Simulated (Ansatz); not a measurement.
La2O3 under changes of volume

One of the cells (23.124 Å³/atom); the others are scaled copies at fixed shape and fractional positions:

```
La O
1.0
     6.37027    0.00000    0.00000
    -3.18514    5.51682    0.00000
     0.00000    0.00000    3.28989
La O
2 3
Cartesian
  3.1851 1.8389 1.6387
  0.0000 3.6779 1.6512
  3.2145 0.0000 0.0000
  -1.6072 2.7838 0.0000
  1.5779 2.7330 0.0000
```

The cell comes from a database or a generator and needn't be the stable form of this composition.

| Quantity | Value |
| --- | --- |
| Program | Ansatz 0.2.0 |
| Functional | PBE |
| Potentials or basis | all-electron LAPW, scalar-relativistic |
| Cutoff | 255 eV (chosen from the basis error) |
| Basis error allowed | 0.001 eV/atom |
| k mesh | 5 × 5 × 8 |
| Occupations | fermi-dirac, width 0.05 eV |
| Spin | no spin polarisation |

```csv
volume (Å³/atom),energy over the lowest point (meV/atom),pressure (GPa),gap on the mesh (eV),largest force (eV/Å)
21.736,25.90,6.4,1.31,0.025
22.199,?,?,?,?
22.661,2.51,1.9,1.53,0.030
23.124,0.00,-0.1,1.63,0.036
23.586,2.79,-1.8,1.72,0.041
24.049,10.34,-3.4,1.80,0.045
24.511,22.20,-4.8,1.87,0.050
```

Q: What does the run at 22.199 Å³/atom give?

A: Energy over the lowest point 10.92 meV/atom; pressure 4.0 GPa; gap on the mesh 1.42 eV; largest force 0.024 eV/Å.

Worked out: A Birch-Murnaghan fit of order 3 (a polynomial in V^(-2/3)) to the other rows has its minimum at 23.10 Å³/atom with B0 = V·E''(V) = 92 GPa and B' = 4.3 at fixed shape and positions, which overstates the stiffness. It gives 10.92 meV/atom at 22.199 Å³/atom, against the run's 10.92, and -dE/dV = 4.0 GPa, against 4.0. A parabola through the other rows of the gap, of slope 5.35 eV per unit of ln V there, gives 1.43 eV, against the run's 1.42.

Energies are extrapolated to zero smearing.

Caveats: spin-orbit coupling is left out, which moves the levels of the heavy elements; an odd mesh through Γ misses points on the zone boundary, where band edges often lie.
